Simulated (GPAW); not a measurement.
Here is a GPAW 26.7.0 calculation.

File run.py:

```python
from ase.eos import EquationOfState
from ase.io import Trajectory
from ase.spacegroup import crystal
from ase.units import GPa
from gpaw import GPAW, PW, setup_paths

setup_paths.insert(0, '.')

# Ta 2a
atoms = crystal(['Ta'],
                basis=[[0.0, 0.0, 0.0]],
                spacegroup=229, setting=1,  # Im-3m
                cellpar=[3.30256, 3.30256, 3.30256, 90.0, 90.0, 90.0],
                primitive_cell=True)

traj = Trajectory('eos.traj', 'w')
volumes, energies = [], []
for x in [0.94, 0.96, 0.98, 1.0, 1.02, 1.04, 1.06]:
    a = atoms.copy()
    a.set_cell(atoms.cell * x**(1 / 3), scale_atoms=True)
    calc = GPAW(mode=PW(600),
                xc='WC',
                kpts={'size': (11, 11, 11), 'gamma': True},
                occupations={'name': 'fermi-dirac', 'width': 0.05},
                nbands=15,
                convergence={'density': 1e-05, 'energy': 1e-05},
                maxiter=150,
                txt=f'eos-{x:.2f}.txt')
    a.calc = calc
    energies.append(a.get_potential_energy(force_consistent=True))
    volumes.append(a.get_volume())
    p = -a.get_stress()[:3].mean() / GPa
    calc.write(f'eos-{x:.2f}.gpw')
    traj.write(a)
    print(f'{x:.2f} {volumes[-1]:10.4f} A^3 {energies[-1]:14.6f} eV {p:9.3f} GPa', flush=True)

v0, e0, B = EquationOfState(volumes, energies, eos='birchmurnaghan').fit()
print(f'V0 = {v0:.4f} A^3, E0 = {e0:.6f} eV, B0 = {B / GPa:.2f} GPa')
```

Potentials or basis: PAW data sets generated in the run's folder for this functional, pw.

Run with:

```sh
$ gpaw-setup -f WC Ta
$ OMP_NUM_THREADS=1 python run.py
```

Estimate the equilibrium volume.

17.73 Å³/atom.

What does it give for the pressure derivative of the bulk modulus?

4.4.

What does it give for the bulk modulus?

211 GPa.

Energy against volume, from the lowest point:
```csv
volume (Å³/atom),energy (meV/atom)
16.930,25.63
17.290,7.30
17.650,0.00
18.010,2.63
18.371,14.10
18.731,33.51
19.091,60.06
```

Spin-orbit coupling is left out, which matters for the levels of Ta.

**The experiment to reproduce.**

From “Pressure effects on the electronic structure and superconductivity of (TaNb)0.67(HfZrTi)0.33 high entropy alloy”, 2019, arxiv:1910.08312, for a bulk crystal of Ta: bulk modulus 194 GPa.

A measured bulk modulus of Ta is 194 GPa (quoted in “Pressure effects on the electronic structure and superconductivity of (TaNb)0.67(HfZrTi)0.33 high entropy alloy”, 2019, arxiv:1910.08312); the calculated 211 GPa misses it by +8.9 %. The fit is for a static lattice scaled at fixed shape and fixed fractional positions.
